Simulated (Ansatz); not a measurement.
# Dielectric response of BN (110) films, part 5 of 7

How well do thin zincblende BN (110) films screen a perpendicular field?

Ansatz 0.2.0; plane-wave DFT, PBE, Ansatz PAW (the session's first sound run).

So far. Step 26 (Single point, 18 atoms, units 9, field -0.05 V/Å): The dipole is -0.0252 e·Å, and the gap on the mesh 2.445 eV. Step 27 (Response with the atoms held, 18 atoms, units 9): The induced dipole is that of a conductor 9.87 Å thick.

## (28) Relaxation, 24 atoms, units 12

This step: plane-wave DFT, PBE, Ansatz PAW (Ansatz 0.2.0).

System of this step: BN (110), 12 units. The cell holds 24 atoms: 12 B and 12 N. Cell: a = 2.556 Å, b = 3.615 Å, c = 32.059 Å, α = 90.0°, β = 90.0°, γ = 90.0°. It derives from BN (zincblende BN). Vacuum lies along c.

The next thickness, treated alike, so that differences show the interior and the faces cancel.

Input file input.yaml:

```yaml
crystal:
  lattice:
    - [2.55619101, 0.0, 0.0]
    - [0.0, 3.615, 0.0]
    - [0.0, 0.0, 32.0590505769]
  atoms:
    - { symbol: B, position: [0.5, 0.5, 0.2807319567] }
    - { symbol: "N", position: [0.0, 0.75, 0.2807319567] }
    - { symbol: B, position: [0.0, 0.0, 0.3205988737] }
    - { symbol: "N", position: [0.5, 0.25, 0.3205988737] }
    - { symbol: B, position: [0.5, 0.5, 0.3604657907] }
    - { symbol: "N", position: [0.0, 0.75, 0.3604657907] }
    - { symbol: B, position: [0.0, 0.0, 0.4003327076] }
    - { symbol: "N", position: [0.5, 0.25, 0.4003327076] }
    - { symbol: B, position: [0.5, 0.5, 0.4401996246] }
    - { symbol: "N", position: [0.0, 0.75, 0.4401996246] }
    - { symbol: B, position: [0.0, 0.0, 0.4800665415] }
    - { symbol: "N", position: [0.5, 0.25, 0.4800665415] }
    - { symbol: B, position: [0.5, 0.5, 0.5199334585] }
    - { symbol: "N", position: [0.0, 0.75, 0.5199334585] }
    - { symbol: B, position: [0.0, 0.0, 0.5598003754] }
    - { symbol: "N", position: [0.5, 0.25, 0.5598003754] }
    - { symbol: B, position: [0.5, 0.5, 0.5996672924] }
    - { symbol: "N", position: [0.0, 0.75, 0.5996672924] }
    - { symbol: B, position: [0.0, 0.0, 0.6395342093] }
    - { symbol: "N", position: [0.5, 0.25, 0.6395342093] }
    - { symbol: B, position: [0.5, 0.5, 0.6794011263] }
    - { symbol: "N", position: [0.0, 0.75, 0.6794011263] }
    - { symbol: B, position: [0.0, 0.0, 0.7192680433] }
    - { symbol: "N", position: [0.5, 0.25, 0.7192680433] }
kpoints:
  mp_grid: { grid: [10, 8, 1] }
hamiltonian:
  xc: pbe
scf:
  occupations: { method: fixed }
  convergence: { dr2_threshold: 1.0e-09 }
efield:
  axis: 3
  dipole_correction: true
  ramp_position: 0.97
  ramp_width: 0.06
relax:
  f_tol: 0.003
  max_steps: 100
output:
  write_potential: true
  write_density: true
  volumetric_format: npy
```

On the command line:

```bash
> ansatz run input.yaml --threads 4 --pin off --max-ram 16384MiB --backend cpu --events-out ev --progress --plain --runs-dir out
```

Numbers of over 12 decimals in the logs are rounded to 6 here.

Log:

```text
[...]
Crystal: 24 atoms, lattice volume = 296.246 Å³
Basis set: ecut = 420 eV, 5827 PW (Γ), exchange–correlation on 36×50×432 points (8 copies of the dense FFT grid, shifted against one another)
Bands: 72, of which v1, the nominal top of the filled ones, is band 48 counted from 1 (47 counted from 0)
Symmetry: 2 space group operations
[...]
- { symbol: B, position: [0.5, 0.496443, 0.600095] }
    - { symbol: N, position: [0.0, 0.746570, 0.600060] }
    - { symbol: B, position: [0.0, -0.00117898, 0.639603] }
    - { symbol: N, position: [0.5, 0.247887, 0.639944] }
    - { symbol: B, position: [0.5, 0.499374, 0.681747] }
    - { symbol: N, position: [0.0, 0.742343, 0.680971] }
    - { symbol: B, position: [0.0, 0.048483, 0.713174] }
    - { symbol: N, position: [0.5, 0.232441, 0.719979] }
[key lines of the parts left out:]
SCF converged after 7 iterations
Free energy (F): -6504.095931 eV
Fermi energy:    1.970587 eV
Dipole field:    D = -0.000001 V/Å  (p = -0.000001 e·Å, saw-weighted, corrected)
Work function:   Φ+ = 6.6849 eV   Φ− = 6.6849 eV
```

It took 97 s on 4 threads of Arm Neoverse V2, shared host; peak memory 1 GiB.

The relaxation took 7 steps and lowered the energy by 2.1 eV; the largest force on the free atoms ends at 0.0024 eV/Å.

The gap is 2.53 eV, with the valence edge 6.68 eV and the conduction edge 4.16 eV under the upper vacuum level.

## (29) Single point on the relaxed film, 24 atoms, units 12

The next thickness, treated alike, so that differences show the interior and the faces cancel.

Input file input.yaml:

```yaml
crystal:
  lattice:
    - [2.55619101, 0.0, 0.0]
    - [0.0, 3.615, 0.0]
    - [0.0, 0.0, 32.0590505769]
  atoms:
    - { symbol: B, position: [0.5, 0.5484834387, 0.2868256372] }
    - { symbol: "N", position: [0.0, 0.7324409543, 0.2800210076] }
    - { symbol: B, position: [0.0, -0.0006259088, 0.3182534202] }
    - { symbol: "N", position: [0.5, 0.2423432213, 0.3190291233] }
    - { symbol: B, position: [0.5, 0.4988210125, 0.360396886] }
    - { symbol: "N", position: [0.0, 0.7478872906, 0.3600556379] }
    - { symbol: B, position: [0.0, -0.0035572861, 0.3999048035] }
    - { symbol: "N", position: [0.5, 0.2465696274, 0.3999396533] }
    - { symbol: B, position: [0.5, 0.4970189594, 0.440020865] }
    - { symbol: "N", position: [0.0, 0.746950462, 0.4400265066] }
    - { symbol: B, position: [0.0, -0.0031964861, 0.4800002395] }
    - { symbol: "N", position: [0.5, 0.2468646658, 0.4799833473] }
    - { symbol: B, position: [0.5, 0.4968035155, 0.5199997606] }
    - { symbol: "N", position: [0.0, 0.7468646672, 0.5200166528] }
    - { symbol: B, position: [0.0, -0.0029810367, 0.5599791349] }
    - { symbol: "N", position: [0.5, 0.2469504661, 0.5599734933] }
    - { symbol: B, position: [0.5, 0.4964427214, 0.6000951965] }
    - { symbol: "N", position: [0.0, 0.7465696347, 0.6000603466] }
    - { symbol: B, position: [0.0, -0.0011789769, 0.6396031138] }
    - { symbol: "N", position: [0.5, 0.2478873011, 0.6399443621] }
    - { symbol: B, position: [0.5, 0.4993741014, 0.6817465796] }
    - { symbol: "N", position: [0.0, 0.7423432332, 0.6809708769] }
    - { symbol: B, position: [0.0, 0.0484834537, 0.713174363] }
    - { symbol: "N", position: [0.5, 0.2324409681, 0.7199789925] }
kpoints:
  mp_grid: { grid: [10, 8, 1] }
hamiltonian:
  xc: pbe
scf:
  occupations: { method: fixed }
  convergence: { dr2_threshold: 1.0e-09 }
efield:
  axis: 3
  dipole_correction: true
  ramp_position: 0.97
  ramp_width: 0.06
output:
  eigenvalues: true
  write_potential: true
  write_density: true
  volumetric_format: npy
```

Log:

```text
[...]
Crystal: 24 atoms, lattice volume = 296.246 Å³
Basis set: ecut = 420 eV, 5827 PW (Γ)
Bands: 72, of which v1, the nominal top of the filled ones, is band 48 counted from 1 (47 counted from 0)
Symmetry: 2 space group operations
k-points: 30 of 80 (time reversal used)
[...]
k-point 0: bands = [... 44 lower, 1.4161, 1.5769, 1.9133, 1.9706, 6.3295, 6.8685, 7.3719, 7.5912, ... 20 higher]
  k-point 1: bands = [... 44 lower, 1.1630, 1.2778, 1.8511, 1.9336, 6.4772, 6.9106, 7.3548, 7.6841, ... 20 higher]
  k-point 2: bands = [... 44 lower, 0.6186, 0.7381, 1.7809, 1.7832, 6.7634, 6.9190, 7.4724, 8.0734, ... 20 higher]
  k-point 29: bands = [... 44 lower, -0.4301, -0.4301, 1.8506, 1.8506, 6.0774, 6.0774, 10.8026, 10.8026, ... 20 higher]
[key lines of the parts left out:]
SCF converged after 9 iterations
Free energy (F): -6504.095950 eV
Fermi energy:    1.970616 eV
Dipole field:    D = -0.000001 V/Å  (p = -0.000002 e·Å, saw-weighted, corrected)
Work function:   Φ+ = 6.6848 eV   Φ− = 6.6848 eV
```

Run time: 26 s. Hardware: 4 threads; peak memory 1.1 GiB.

The gap is 2.53 eV, with the valence edge 6.68 eV and the conduction edge 4.16 eV under the upper vacuum level.

## (30) Single point, 24 atoms, units 12, field 0.05 V/Å

Edit input.yaml of step 29 so:

```diff
@@ -36,3 +36,3 @@
   occupations: { method: fixed }
-  convergence: { dr2_threshold: 1.0e-09 }
+  convergence: { dr2_threshold: 1.0e-10 }
 efield:
@@ -42,4 +42,4 @@
   ramp_width: 0.06
+  amplitude: 0.05
 output:
-  eigenvalues: true
   write_potential: true
```

Log:

```text
[...]
Crystal: 24 atoms, lattice volume = 296.246 Å³
Basis set: ecut = 420 eV, 5827 PW (Γ)
Bands: 72, of which v1, the nominal top of the filled ones, is band 48 counted from 1 (47 counted from 0)
Symmetry: 2 space group operations
k-points: 30 of 80 (time reversal used)
[...]
k-point 0: bands = [... 44 lower, 1.4147, 1.5815, 1.8775, 2.0072, 6.3263, 6.8678, 7.3482, 7.5973, ... 20 higher]
  k-point 1: bands = [... 44 lower, 1.1609, 1.2838, 1.8192, 1.9660, 6.4727, 6.9097, 7.3450, 7.6833, ... 20 higher]
  k-point 2: bands = [... 44 lower, 0.6186, 0.7399, 1.7173, 1.8470, 6.7417, 6.9377, 7.4704, 8.0687, ... 20 higher]
  k-point 29: bands = [... 44 lower, -0.4496, -0.4054, 1.7796, 1.9215, 6.0047, 6.1500, 10.7534, 10.8511, ... 20 higher]
[key lines of the parts left out:]
SCF converged after 12 iterations
Free energy (F): -6504.096772 eV
Fermi energy:    2.007184 eV
Dipole field:    D = 0.020094 V/Å  (p = 0.032897 e·Å, saw-weighted, corrected)
```

It took 29 s on 4 threads; peak memory 1.1 GiB; 1.9 min of CPU time.

The dipole is 0.0329 e·Å, and the gap on the mesh 2.421 eV.

## (31) Atoms held, 24 atoms, units 12, field -0.05 V/Å

Edit input.yaml of step 30 so:

```diff
@@ -42,3 +42,3 @@
   ramp_width: 0.06
-  amplitude: 0.05
+  amplitude: -0.05
 output:
```

Log:

```text
[...]
Crystal: 24 atoms, lattice volume = 296.246 Å³
Basis set: ecut = 420 eV, 5827 PW (Γ)
Bands: 72, of which v1, the nominal top of the filled ones, is band 48 counted from 1 (47 counted from 0)
Symmetry: 2 space group operations
k-points: 30 of 80 (time reversal used)
[...]
k-point 0: bands = [... 44 lower, 1.4147, 1.5815, 1.8775, 2.0072, 6.3263, 6.8678, 7.3483, 7.5973, ... 20 higher]
  k-point 1: bands = [... 44 lower, 1.1609, 1.2838, 1.8192, 1.9660, 6.4727, 6.9098, 7.3450, 7.6833, ... 20 higher]
  k-point 2: bands = [... 44 lower, 0.6186, 0.7399, 1.7173, 1.8470, 6.7417, 6.9377, 7.4704, 8.0687, ... 20 higher]
  k-point 29: bands = [... 44 lower, -0.4496, -0.4054, 1.7796, 1.9215, 6.0047, 6.1500, 10.7534, 10.8511, ... 20 higher]
[key lines of the parts left out:]
SCF converged after 12 iterations
Free energy (F): -6504.096772 eV
Fermi energy:    2.007180 eV
Dipole field:    D = -0.020091 V/Å  (p = -0.032893 e·Å, saw-weighted, corrected)
```

It took 29 s on 4 threads; peak memory 1.1 GiB; 1.9 min of CPU time.

The dipole is -0.0329 e·Å, and the gap on the mesh 2.421 eV.

## (32) Response with the atoms held, 24 atoms, units 12

This step: plane-wave DFT, PBE, Ansatz PAW; response to a field along the normal, atoms held (Ansatz 0.2.0).

Local field over the applied field, running mean. From the potentials at -0.05 and 0.05 V/Å; running mean over 1.278 Å, taken twice. Table of local field over applied field by z:

| z (Å) | local field over applied field |
| --- | --- |
| 4.5 | 1.000 |
| 5.0 | 0.999 |
| 5.5 | 0.997 |
| 6.0 | 0.989 |
| 6.5 | 0.968 |
| 7.0 | 0.911 |
| 7.5 | 0.792 |
| 8.0 | 0.609 |
| 8.5 | 0.404 |
| 9.0 | 0.247 |
| 9.5 | 0.176 |
| 10.0 | 0.175 |
| 10.5 | 0.191 |
| 11.0 | 0.200 |
| 11.5 | 0.202 |
| 12.0 | 0.204 |
| 12.5 | 0.207 |
| 13.0 | 0.211 |
| 13.5 | 0.214 |
| 14.0 | 0.214 |
| 14.5 | 0.215 |
| 15.0 | 0.215 |
| 15.5 | 0.215 |
| 16.0 | 0.216 |
| 16.5 | 0.215 |
| 17.0 | 0.215 |
| 17.5 | 0.215 |
| 18.0 | 0.214 |
| 18.5 | 0.214 |
| 19.0 | 0.212 |
| 19.5 | 0.208 |
| 20.0 | 0.204 |
| 20.5 | 0.202 |
| 21.0 | 0.200 |
| 21.5 | 0.193 |
| 22.0 | 0.177 |
| 22.5 | 0.174 |
| 23.0 | 0.234 |
| 23.5 | 0.382 |
| 24.0 | 0.585 |
| 24.5 | 0.774 |
| 25.0 | 0.901 |
| 25.5 | 0.963 |
| 26.0 | 0.988 |
| 26.5 | 0.996 |
| 27.0 | 0.999 |
| 27.5 | 1.000 |

The induced dipole is that of a conductor 12.88 Å thick.

## (33) Field on, atoms free, 24 atoms, units 12, field 0.05 V/Å

This step: plane-wave DFT, PBE, Ansatz PAW (Ansatz 0.2.0).

The same pair of relaxations in the field for this thickness.

Edit input.yaml of step 31 so:

```diff
@@ -42,3 +42,6 @@
   ramp_width: 0.06
-  amplitude: -0.05
+  amplitude: 0.05
+relax:
+  f_tol: 0.0006
+  max_steps: 70
 output:
```

Log:

```text
[...]
Crystal: 24 atoms, lattice volume = 296.246 Å³
Basis set: ecut = 420 eV, 5827 PW (Γ), exchange–correlation on 36×50×432 points (8 copies of the dense FFT grid, shifted against one another)
Bands: 72, of which v1, the nominal top of the filled ones, is band 48 counted from 1 (47 counted from 0)
Symmetry: 2 space group operations
k-points: 30 of 80 (time reversal used)
[...]
- { symbol: N, position: [0.5, 0.247023, 0.559964] }
    - { symbol: B, position: [0.5, 0.496566, 0.600103] }
    - { symbol: N, position: [0.0, 0.746689, 0.600052] }
    - { symbol: B, position: [0.0, -0.00101511, 0.639613] }
    - { symbol: N, position: [0.5, 0.248064, 0.639933] }
    - { symbol: B, position: [0.5, 0.499620, 0.681757] }
    - { symbol: N, position: [0.0, 0.742617, 0.680965] }
    - { symbol: B, position: [0.0, 0.048779, 0.713186] }
    - { symbol: N, position: [0.5, 0.232738, 0.719961] }
[key lines of the parts left out:]
SCF converged after 6 iterations
Free energy (F): -6504.096837 eV
Fermi energy:    1.988754 eV
Dipole field:    D = 0.022135 V/Å  (p = 0.036238 e·Å, saw-weighted, corrected)
```

The job ended after 59 s (4 threads; peak memory 0.98 GiB; 3.9 min of CPU time).

The relaxation took 4 steps and lowered the energy by 8.4e-5 eV; the largest force on the free atoms ends at 4.9e-4 eV/Å.

The dipole is 0.0362 e·Å, and the gap on the mesh 2.466 eV.

## (34) Relaxing in the field, 24 atoms, units 12, field -0.05 V/Å

The opposite sign, again from the field-free geometry; the difference of the two cancels what relaxes without a field.

Edit input.yaml of step 33 so:

```diff
@@ -42,3 +42,3 @@
   ramp_width: 0.06
-  amplitude: 0.05
+  amplitude: -0.05
 relax:
```

Log:

```text
[...]
Crystal: 24 atoms, lattice volume = 296.246 Å³
Basis set: ecut = 420 eV, 5827 PW (Γ), exchange–correlation on 36×50×432 points (8 copies of the dense FFT grid, shifted against one another)
Bands: 72, of which v1, the nominal top of the filled ones, is band 48 counted from 1 (47 counted from 0)
Symmetry: 2 space group operations
k-points: 30 of 80 (time reversal used)
[...]
- { symbol: N, position: [0.5, 0.246870, 0.559983] }
    - { symbol: B, position: [0.5, 0.496318, 0.600087] }
    - { symbol: N, position: [0.0, 0.746435, 0.600068] }
    - { symbol: B, position: [0.0, -0.00134934, 0.639592] }
    - { symbol: N, position: [0.5, 0.247713, 0.639954] }
    - { symbol: B, position: [0.5, 0.499127, 0.681733] }
    - { symbol: N, position: [0.0, 0.742107, 0.680976] }
    - { symbol: B, position: [0.0, 0.048203, 0.713162] }
    - { symbol: N, position: [0.5, 0.232158, 0.719996] }
[key lines of the parts left out:]
SCF converged after 6 iterations
Free energy (F): -6504.096837 eV
Fermi energy:    1.988753 eV
Dipole field:    D = -0.022135 V/Å  (p = -0.036238 e·Å, saw-weighted, corrected)
```

Elapsed: 59 s, on 4 threads; peak memory 0.98 GiB; 3.9 min of CPU time.

The relaxation took 4 steps and lowered the energy by 8.4e-5 eV; the largest force on the free atoms ends at 4.9e-4 eV/Å.

The dipole is -0.0362 e·Å, and the gap on the mesh 2.466 eV.

## (35) Response with the atoms relaxed, 24 atoms, units 12

This step: plane-wave DFT, PBE, Ansatz PAW; response to a field along the normal, atoms relaxed (Ansatz 0.2.0).

Local field over the applied field, running mean. From the potentials at -0.05 and 0.05 V/Å; running mean over 1.278 Å, taken twice. Table of local field over applied field by z:

z (Å), local field over applied field and a bar:
```
        5      0.999 ##############################
        6      0.989 ##############################
        7      0.904 ###########################
        8      0.575 #################
        9      0.216 ######
       10      0.016 
       11      0.127 ###
       12      0.131 ###
       13      0.137 ####
       14      0.138 ####
       15      0.137 ####
       16      0.139 ####
       17      0.137 ####
       18      0.138 ####
       19      0.137 ####
       20      0.130 ###
       21      0.130 ###
       22      0.017 
       23      0.195 #####
       24      0.552 ################
       25      0.890 ###########################
       26      0.988 ##############################
       27      0.999 ##############################
```

The induced dipole is that of a conductor 14.19 Å thick.

[end of part 5 of 7]

[Logs are printed without paths, hosts, clocks, repeated set-up lines and the standing remarks that a program may print on its own settings, such as how far it seeks lower states.]

[Hosts, paths, dates, database ids (printed as entryN), source tags and the programs' standing remarks are cut or masked in the printed files.]

[Maps of the electrostatic potential energy from Ansatz leave out the sawtooth potential of an applied field or a dipole correction, so their vacuum need not be flat; planar profiles and work functions include it.]
